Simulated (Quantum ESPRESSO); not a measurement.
# LiF (Griceite) (Fm-3m) in Quantum ESPRESSO: reference runs

How does LiF (Griceite) come out in PBEsol? The cell is run as given.

Everything below comes from runs of Quantum ESPRESSO 7.5. Logs are shortened: lines on timing, memory, paths and dates and some standing lists are left out, and cuts for length are marked.

**1. The structure**

The structure is cubic, space group Fm-3m (No. 225). Conventional cell: a = 4.028 Å, b = 4.028 Å, c = 4.028 Å, α = 90.00°, β = 90.00°, γ = 90.00°. F (site symmetry m-3m) is surrounded by 6 Li at 2.01 Å. Li (site symmetry m-3m) is surrounded by 6 F at 2.01 Å.

**2. Single point, PBEsol**

Contents of pw.in:

```
&CONTROL
  calculation = 'scf'
  prefix = 'pwscf'
  outdir = './tmp'
  pseudo_dir = './pseudo'
  tprnfor = .true.
  tstress = .true.
  disk_io = 'low'
/
&SYSTEM
  ibrav = 0
  nat = 2
  ntyp = 2
  ecutwfc = 45
  ecutrho = 360
  nbnd = 10
  occupations = 'smearing'
  smearing = 'fd'
  degauss = 0.00367493
/
&ELECTRONS
  conv_thr = 4d-10
  electron_maxstep = 120
  mixing_beta = 0.5
/
ATOMIC_SPECIES
F     18.9984 f_pbesol_v1.4.uspp.F.UPF
Li     6.9400 li_pbesol_v1.4.uspp.F.UPF
CELL_PARAMETERS angstrom
   0.0000000000    2.0140000000    2.0140000000
   2.0140000000    0.0000000000    2.0140000000
   2.0140000000    2.0140000000    0.0000000000
ATOMIC_POSITIONS crystal
F      0.5000000000    0.5000000000    0.5000000000
Li     0.0000000000    0.0000000000    0.0000000000
K_POINTS automatic
11 11 11 0 0 0
```

Contents of pp_density.in:

```
&INPUTPP
  prefix = 'pwscf'
  outdir = './tmp'
  filplot = 'density.dat'
  plot_num = 0
/
&PLOT
  nfile = 1
  filepp(1) = 'density.dat'
  iflag = 3
  output_format = 6
  fileout = 'density.cube'
/
```

Contents of pp_potential.in:

```
&INPUTPP
  prefix = 'pwscf'
  outdir = './tmp'
  filplot = 'potential.dat'
  plot_num = 11
/
&PLOT
  nfile = 1
  filepp(1) = 'potential.dat'
  iflag = 3
  output_format = 6
  fileout = 'potential.cube'
/
```

Potentials or basis: GBRV 1.5 PBEsol.

Command:

```sh
$ OMP_NUM_THREADS=1 mpirun -n 2 pw.x -nk 2 -in pw.in > pw.out
$ OMP_NUM_THREADS=1 mpirun -n 1 pp.x -in pp_density.in > pp_density.out
$ OMP_NUM_THREADS=1 mpirun -n 1 pp.x -in pp_potential.in > pp_potential.out
```

pw.out:

```text
This program is part of the open-source Quantum ESPRESSO suite
     for quantum simulation of materials; please cite
[... 13 lines left out ...]
     --------------------
     sticks:   dense  smooth     PW     G-vecs:    dense   smooth      PW
     Sum         721     361    121                12675     4573     893

     Using Slab Decomposition

     bravais-lattice index     =            0
     lattice parameter (alat)  =       5.3824  a.u.
     unit-cell volume          =     110.2567 (a.u.)^3
     number of atoms/cell      =            2
     number of atomic types    =            2
     number of electrons       =        10.00
     number of Kohn-Sham states=           10
     kinetic-energy cutoff     =      45.0000  Ry
     charge density cutoff     =     360.0000  Ry
     scf convergence threshold =      4.0E-10
     mixing beta               =       0.5000
     number of iterations used =            8  plain     mixing
     Exchange-correlation= SLA  PW   PSX  PSC
                           (   1   4  10   8   0   0   0)

     celldm(1)=   5.382367  celldm(2)=   0.000000  celldm(3)=   0.000000
     celldm(4)=   0.000000  celldm(5)=   0.000000  celldm(6)=   0.000000

     crystal axes: (cart. coord. in units of alat)
               a(1) = (   0.000000   0.707107   0.707107 )
               a(2) = (   0.707107   0.000000   0.707107 )
               a(3) = (   0.707107   0.707107   0.000000 )

     reciprocal axes: (cart. coord. in units 2 pi/alat)
               b(1) = ( -0.707107  0.707107  0.707107 )
               b(2) = (  0.707107 -0.707107  0.707107 )
               b(3) = (  0.707107  0.707107 -0.707107 )

     PseudoPot. # 1 for F  read from file:
     f_pbesol_v1.4.uspp.F.UPF
     Pseudo is Ultrasoft, Zval =  7.0
     Generated by new atomic code, or converted to UPF format
     Using radial grid of  799 points,  4 beta functions with:
                l(1) =   0
                l(2) =   0
                l(3) =   1
                l(4) =   1
     Q(r) pseudized with  8 coefficients,  rinner =    0.950   0.950   0.950

     PseudoPot. # 2 for Li read from file:
     li_pbesol_v1.4.uspp.F.UPF
     Pseudo is Ultrasoft, Zval =  3.0
     Generated by new atomic code, or converted to UPF format
     Using radial grid of  751 points,  5 beta functions with:
                l(1) =   0
                l(2) =   0
                l(3) =   0
                l(4) =   1
                l(5) =   1
     Q(r) pseudized with 10 coefficients,  rinner =    1.150   1.150   1.150

     atomic species   valence    mass     pseudopotential
     F                 7.00    18.99840     F ( 1.00)
     Li                3.00     6.94000     Li( 1.00)

     48 Sym. Ops., with inversion, found

   Cartesian axes

     site n.     atom                  positions (alat units)
         1        F      tau(   1) = (   0.7071068   0.7071068   0.7071068  )
         2        Li     tau(   2) = (   0.0000000   0.0000000   0.0000000  )

     number of k points=    56  Fermi-Dirac smearing, width (Ry)=  0.0037
                       cart. coord. in units 2pi/alat
        k(    1) = (   0.0000000   0.0000000   0.0000000), wk =   0.0015026
        k(    2) = (   0.0642824   0.0642824  -0.0642824), wk =   0.0120210
        k(    3) = (   0.1285649   0.1285649  -0.1285649), wk =   0.0120210
        k(    4) = (   0.1928473   0.1928473  -0.1928473), wk =   0.0120210
        k(    5) = (   0.2571297   0.2571297  -0.2571297), wk =   0.0120210
        k(    6) = (   0.3214122   0.3214122  -0.3214122), wk =   0.0120210
[... 48 lines left out ...]
        k(   55) = (  -0.0642824  -0.4499770   0.7071068), wk =   0.0360631
        k(   56) = (   0.0000000  -0.3856946   0.6428243), wk =   0.0360631

     Dense  grid:    12675 G-vectors     FFT dimensions: (  36,  36,  36)

     Smooth grid:     4573 G-vectors     FFT dimensions: (  24,  24,  24)

     Initial potential from superposition of free atoms

     starting charge       9.5492, renormalised to      10.0000
     Starting wfcs are    9 randomized atomic wfcs +    1 random wfcs

     Self-consistent Calculation

     iteration #  1     ecut=    45.00 Ry     beta= 0.50
     Davidson diagonalization with overlap
     ethr =  1.00E-02,  avg # of iterations =  5.7

     Threshold (ethr) on eigenvalues was too large:
     Diagonalizing with lowered threshold

     Davidson diagonalization with overlap
     ethr =  3.51E-04,  avg # of iterations =  1.8

     total energy              =     -63.15680988 Ry
     estimated scf accuracy    <       0.03622867 Ry

     iteration #  2     ecut=    45.00 Ry     beta= 0.50
     Davidson diagonalization with overlap
     ethr =  3.62E-04,  avg # of iterations =  1.8

     total energy              =     -63.15977481 Ry
     estimated scf accuracy    <       0.00555883 Ry

     iteration #  3     ecut=    45.00 Ry     beta= 0.50
     Davidson diagonalization with overlap
     ethr =  5.56E-05,  avg # of iterations =  1.6

     total energy              =     -63.16004113 Ry
     estimated scf accuracy    <       0.00102916 Ry

     iteration #  4     ecut=    45.00 Ry     beta= 0.50
     Davidson diagonalization with overlap
     ethr =  1.03E-05,  avg # of iterations =  2.8

     total energy              =     -63.16017269 Ry
     estimated scf accuracy    <       0.00000769 Ry

     iteration #  5     ecut=    45.00 Ry     beta= 0.50
     Davidson diagonalization with overlap
     ethr =  7.69E-08,  avg # of iterations =  3.6
[... 8 lines left out ...]
     total energy              =     -63.16017886 Ry
     estimated scf accuracy    <       0.00000002 Ry

     iteration #  7     ecut=    45.00 Ry     beta= 0.50
     Davidson diagonalization with overlap
     ethr =  2.48E-10,  avg # of iterations =  2.4

     total energy              =     -63.16017887 Ry
     estimated scf accuracy    <          9.4E-10 Ry

     iteration #  8     ecut=    45.00 Ry     beta= 0.50
     Davidson diagonalization with overlap
     ethr =  9.36E-12,  avg # of iterations =  2.7

     total energy              =     -63.16017887 Ry
     estimated scf accuracy    <          4.3E-10 Ry

     iteration #  9     ecut=    45.00 Ry     beta= 0.50
     Davidson diagonalization with overlap
     ethr =  4.32E-12,  avg # of iterations =  1.5

     End of self-consistent calculation

          k = 0.0000 0.0000 0.0000 (   537 PWs)   bands (ev):

   -39.4357 -19.0855   0.7758   0.7758   0.7758   9.6722  24.6538  24.6538
    24.6538  24.9102

          k = 0.0643 0.0643-0.0643 (   549 PWs)   bands (ev):

   -39.4307 -19.0532   0.5304   0.7564   0.7564   9.9197  22.1388  23.5013
    23.5013  25.8781

          k = 0.1286 0.1286-0.1286 (   564 PWs)   bands (ev):

   -39.4172 -18.9648  -0.0775   0.7052   0.7052  10.4983  19.7714  22.1327
    22.1327  26.7880

          k = 0.1928 0.1928-0.1928 (   567 PWs)   bands (ev):

   -39.3994 -18.8447  -0.7938   0.6402   0.6402  11.0565  18.2066  20.9261
    20.9261  27.9621

          k = 0.2571 0.2571-0.2571 (   568 PWs)   bands (ev):

   -39.3831 -18.7297  -1.3974   0.5824   0.5824  11.3256  17.4936  20.0537
    20.0537  29.3967

          k = 0.3214 0.3214-0.3214 (   571 PWs)   bands (ev):

   -39.3734 -18.6590  -1.7380   0.5489   0.5489  11.3577  17.3294  19.6001
    19.6001  30.7903

          k = 0.1286 0.0000-0.0000 (   556 PWs)   bands (ev):
[... 64 lines left out ...]
          k = 0.4500 0.1928-0.1928 (   565 PWs)   bands (ev):

   -39.3712 -18.6010  -1.5200  -0.0352   0.2771  12.6164  16.8015  19.6521
    20.1457  25.7373

          k =-0.1928-0.4500 0.4500 (   566 PWs)   bands (ev):

   -39.3657 -18.5599  -1.6535  -0.2167   0.3453  12.6526  16.5426  19.6434
    19.8526  27.4826

          k =-0.1286-0.3857 0.3857 (   561 PWs)   bands (ev):

   -39.3687 -18.5891  -1.5031  -0.2979   0.4633  12.5457  16.4767  19.8626
    19.8722  29.1060

          k =-0.0643-0.3214 0.3214 (   565 PWs)   bands (ev):

   -39.3792 -18.6778  -1.1343  -0.2240   0.5953  12.2128  16.7827  20.2036
    20.2440  28.8896

          k = 0.0000-0.2571 0.2571 (   558 PWs)   bands (ev):

   -39.3938 -18.7942  -0.7067   0.0485   0.6995  11.5933  17.6735  20.6260
    20.9258  27.3441

          k = 0.3857 0.0000-0.0000 (   564 PWs)   bands (ev):

   -39.3889 -18.7263  -0.9024   0.1872   0.1872  12.3953  18.8693  20.0513
    21.1493  21.1493

          k = 0.4500 0.0643-0.0643 (   566 PWs)   bands (ev):

   -39.3771 -18.6192  -1.3379   0.0046   0.0798  13.1526  17.7082  19.5027
    20.8794  21.8523

          k = 0.5143 0.1286-0.1286 (   554 PWs)   bands (ev):

   -39.3666 -18.5268  -1.6287  -0.2822   0.0589  13.7217  16.7041  19.2325
    20.5176  23.2603

          k =-0.1286-0.5143 0.5143 (   560 PWs)   bands (ev):

   -39.3607 -18.4809  -1.6617  -0.6146   0.1300  13.9021  16.1268  19.3281
    20.1892  24.8904

          k =-0.0643-0.4500 0.4500 (   559 PWs)   bands (ev):

   -39.3613 -18.4984  -1.4197  -0.8850   0.2732  13.6910  15.8710  19.6476
    20.0036  26.7380

          k =-0.0000-0.3857 0.3857 (   550 PWs)   bands (ev):

   -39.3682 -18.5729  -1.1600  -0.8089   0.4466  13.0722  16.0853  19.9631
    20.0225  28.7575

          k = 0.5143 0.0000-0.0000 (   568 PWs)   bands (ev):

   -39.3690 -18.5270  -1.7163  -0.0681  -0.0681  13.9570  17.6640  18.9817
    20.9254  20.9254

          k = 0.5785 0.0643-0.0643 (   558 PWs)   bands (ev):

   -39.3615 -18.4498  -1.9685  -0.2465  -0.1232  14.6344  16.9464  18.6270
    20.7878  21.5448

          k =-0.0643-0.5785 0.5785 (   564 PWs)   bands (ev):

   -39.3570 -18.4140  -1.9589  -0.5537  -0.0709  15.0596  16.0556  18.7073
    20.5299  22.8572

          k =-0.0000-0.5143 0.5143 (   560 PWs)   bands (ev):

   -39.3570 -18.4323  -1.6788  -0.8817   0.0749  14.8231  15.5242  19.1902
    20.2419  24.5714

          k = 0.6428-0.0000 0.0000 (   568 PWs)   bands (ev):

   -39.3575 -18.3952  -2.2176  -0.2172  -0.2172  15.1987  17.0594  18.2260
    20.8812  20.8812

          k =-0.0000-0.6428 0.6428 (   568 PWs)   bands (ev):

   -39.3558 -18.3816  -2.2137  -0.3367  -0.1981  15.4162  16.6466  18.1732
    20.7833  21.4653

          k = 0.2571 0.1286 0.0000 (   561 PWs)   bands (ev):

   -39.4065 -18.8844  -0.3106   0.3546   0.6325  11.1165  19.0776  21.1531
    21.6156  24.0522

          k = 0.3214 0.1928-0.0643 (   566 PWs)   bands (ev):

   -39.3910 -18.7682  -0.8548   0.1341   0.5686  11.7766  17.6923  20.4677
    20.7841  25.2458

          k = 0.3857 0.2571-0.1286 (   567 PWs)   bands (ev):

   -39.3767 -18.6571  -1.3502  -0.0039   0.4762  12.2105  16.9225  19.9297
    20.1725  26.8485

          k =-0.2571-0.3857 0.5143 (   558 PWs)   bands (ev):

   -39.3682 -18.5890  -1.6381  -0.0680   0.4090  12.3474  16.6982  19.6913
    19.8037  28.5091

          k = 0.3857 0.1286-0.0000 (   563 PWs)   bands (ev):

   -39.3859 -18.7095  -0.9824   0.0410   0.3177  12.4019  17.8462  20.0438
    20.8760  22.9424

          k = 0.4500 0.1928-0.0643 (   564 PWs)   bands (ev):

   -39.3732 -18.6015  -1.3542  -0.2405   0.2454  13.0638  16.8538  19.5966
    20.4381  24.2573

          k =-0.1928-0.4500 0.5785 (   560 PWs)   bands (ev):

   -39.3644 -18.5261  -1.5609  -0.4843   0.2104  13.4041  16.3468  19.4395
    20.0605  25.8800

          k =-0.1286-0.3857 0.5143 (   559 PWs)   bands (ev):

   -39.3621 -18.5104  -1.5445  -0.6443   0.2562  13.4147  16.1578  19.5666
    19.8563  27.5735

          k =-0.0643-0.3214 0.4500 (   559 PWs)   bands (ev):

   -39.3672 -18.5603  -1.3450  -0.6277   0.3662  13.1485  16.2153  19.7743
    19.9810  27.8219

          k = 0.0000-0.2571 0.3857 (   562 PWs)   bands (ev):

   -39.3779 -18.6573  -1.0991  -0.3382   0.4901  12.5415  16.7530  20.0506
    20.3460  26.2669

          k = 0.5143 0.1286 0.0000 (   570 PWs)   bands (ev):

   -39.3676 -18.5245  -1.6535  -0.2397   0.0160  13.9170  17.0059  19.0432
    20.6459  22.3872

          k =-0.1286-0.5143 0.6428 (   562 PWs)   bands (ev):

   -39.3602 -18.4564  -1.7697  -0.5531  -0.0034  14.5065  16.2910  18.8145
    20.3315  23.7240

          k =-0.0643-0.4500 0.5785 (   558 PWs)   bands (ev):

   -39.3574 -18.4387  -1.6206  -0.8972   0.0645  14.6595  15.7695  19.0230
    20.0578  25.3680

          k = 0.0000-0.3857 0.5143 (   559 PWs)   bands (ev):

   -39.3600 -18.4781  -1.2181  -1.1807   0.2057  14.1187  15.7355  19.4753
    19.9052  27.2978

          k =-0.0643-0.5785 0.7071 (   563 PWs)   bands (ev):

   -39.3570 -18.4021  -2.0844  -0.4032  -0.1553  15.1938  16.5735  18.2445
    20.5800  22.1873

          k =-0.0000-0.5143 0.6428 (   562 PWs)   bands (ev):

   -39.3555 -18.3979  -1.9393  -0.6714  -0.0906  15.4521  15.8966  18.3651
    20.3107  23.5606

          k =-0.1928-0.4500 0.7071 (   560 PWs)   bands (ev):

   -39.3640 -18.5110  -1.4649  -0.6801   0.1682  13.8896  16.2024  19.2462
    20.1290  25.5075

          k =-0.1286-0.3857 0.6428 (   557 PWs)   bands (ev):

   -39.3585 -18.4558  -1.4515  -1.0002   0.1000  14.4365  15.8823  18.9987
    19.9078  27.1853

          k =-0.0643-0.4500 0.7071 (   557 PWs)   bands (ev):

   -39.3560 -18.4137  -1.7128  -0.8775  -0.0399  15.2208  15.9429  18.3024
    20.0596  25.1746

          k = 0.0000-0.3857 0.6428 (   560 PWs)   bands (ev):

   -39.3554 -18.4134  -1.4515  -1.1912  -0.0048  15.4045  15.5906  18.3770
    19.9100  27.0059

     the Fermi energy is     4.5805 ev

!    total energy              =     -63.16017887 Ry
     estimated scf accuracy    <          4.6E-12 Ry
     smearing contrib. (-TS)   =       0.00000000 Ry
     internal energy E=F+TS    =     -63.16017887 Ry

     The total energy is F=E-TS. E is the sum of the following terms:
     one-electron contribution =     -26.91217799 Ry
     hartree contribution      =      17.36381869 Ry
     xc contribution           =     -12.66354291 Ry
     ewald contribution        =     -40.94827666 Ry

     convergence has been achieved in   9 iterations

     Forces acting on atoms (cartesian axes, Ry/au):

     atom    1 type  1   force =     0.00000000    0.00000000   -0.00000000
     atom    2 type  2   force =     0.00000000   -0.00000000   -0.00000000

     Total force =     0.000000     Total SCF correction =     0.000000

     Computing stress (Cartesian axis) and pressure

          total   stress  (Ry/bohr**3)                   (kbar)     P=      -11.25
  -0.00007648  -0.00000000   0.00000000          -11.25       -0.00        0.00
  -0.00000000  -0.00007648  -0.00000000           -0.00      -11.25       -0.00
   0.00000000  -0.00000000  -0.00007648            0.00       -0.00      -11.25

=------------------------------------------------------------------------------=
   JOB DONE.
=------------------------------------------------------------------------------=
```

It took 5.4 s on 2 MPI ranks of Arm Neoverse V1, shared host; peak memory 0.1 GiB.

Results:

```yaml
Free_energy: -859.3380 eV
Pressure: -1.1 GPa
Band_gap_on_the_k_mesh: 8.90 eV, direct
```

Caveat: an odd mesh through Γ misses points on the zone boundary, where band edges often lie. A hybrid or GW would open this gap; PBEsol tends to underestimate it.
